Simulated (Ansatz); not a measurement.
MgF2:
```xyz
6
Lattice="4.6260 0.0000 0.0000 0.0000 4.6260 0.0000 0.0000 0.0000 3.0493" Properties=species:S:1:pos:R:3 pbc="T T T"
Mg     2.3130     2.3130     1.5246
Mg     0.0000     0.0000     0.0000
F      3.2246     3.2246     0.0000
F      1.4014     1.4014     0.0000
F      3.7143     0.9116     1.5246
F      0.9116     3.7143     1.5246
```

Relaxed with r²SCAN. Special points in fractions of this cell's reciprocal vectors: Γ (0.000, 0.000, 0.000); X (0.000, 0.500, 0.000); M (0.500, 0.500, 0.000); Z (0.000, 0.000, 0.500); R (0.000, 0.500, 0.500); A (0.500, 0.500, 0.500).

List the band energies nearest the valence-band maximum at these points for the program Ansatz at the r²SCAN level (PAW).

In eV from the valence-band maximum; about four levels below and three above (degenerate sets whole), none deeper than 8.9 eV; points with the same levels are listed once.

```csv
k,below,above
Γ,-0.71 -0.32 -0.32 0.00,8.06 13.31 13.31
X,-0.97 -0.97 -0.38 -0.38,10.49 10.49 14.59 14.59
M,-0.94 -0.94 -0.78 -0.78,12.24 12.24 12.36 12.36
Z,-1.16 -1.16 -0.86 -0.86,12.90 12.90 16.09 16.09
R,-0.73 -0.73 -0.67 -0.67,13.81 13.81 14.60 14.60
A,-0.62 -0.62 -0.48 -0.48,14.30 14.30 14.61 14.61
```

Space group P4_2/mnm (rutile). The r²SCAN relaxation kept the symmetry of its start.

Potentials: the earlier of the program's two PAW sets. The files were generated under PBE; for other functionals the program regenerates the frozen cores, and for LDA and PBEsol the local potential too.
